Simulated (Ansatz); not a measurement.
# NiO (zincblende): a single-point run

Aim: a sound single-point run of NiO (zincblende). The structure is shown as the input types it.

Program: Ansatz 0.2.0. Level of theory: DFT PBE, scalar-relativistic, plane waves, PAW. These are calculated values, not measurements.

1 further run of the same task is left out (it didn't finish). Runs told in other sessions of the task aren't counted.

**1. The starting structure**

The structure is cubic, space group F-43m (No. 216). Conventional cell: a = 4.482 Å, b = 4.482 Å, c = 4.482 Å, α = 90.00°, β = 90.00°, γ = 90.00°. Ni (site symmetry -43m) has 4 O at 1.94 Å in its first shell of neighbours. O (site symmetry -43m) has 4 Ni at 1.94 Å in its first shell of neighbours.

Coordinates:

```xyz
2
Lattice="0.0000 2.2410 2.2410 2.2410 0.0000 2.2410 2.2410 2.2410 0.0000" Properties=species:S:1:pos:R:3 pbc="T T T"
Ni    0.0000    0.0000    0.0000
O     1.1205    1.1205    1.1205
```

**2. Running it**

input.yaml reads:

```yaml
crystal:
  lattice:
    - [0.0, 2.2409531277, 2.2409531277]
    - [2.2409531277, 0.0, 2.2409531277]
    - [2.2409531277, 2.2409531277, 0.0]
  atoms:
    - { symbol: Ni, position: [0.0, 0.0, 0.0], spin: 2.0 }
    - { symbol: O, position: [0.25, 0.25, 0.25] }
basis:
  ecutwfc: 420
  ecutrho_ratio: 4
kpoints:
  mp_grid: { grid: [12, 12, 12] }
hamiltonian:
  xc: pbe
scf:
  occupations: { method: gaussian, width: 0.05 }
  max_iter: 60
output:
  forces: true
  stress: true
magnetization:
  spin_polarized: true
  initial_magnetization: 7
```

Launch:

```sh
$ ansatz run input.yaml --threads 2 --pin off --max-ram 2662MiB --backend cpu --events-out ev --progress --plain --runs-dir out
```

Q: Will this input give a usable result? If not, why, and what should change?

This run ends as converged, with warnings (given moment on shells). Its log warns: «where an SCF of this run starts from atoms to list the orders of its open shells, O (site 1, from 0) starts with 2.00 μB on its 2p shell ...»

In the input, magnetization.initial_magnetization is 7. A typed moment is only a start; here the run ends at the energy of the run without it (within 1 meV an atom), so the result stands.

No remedy is needed.
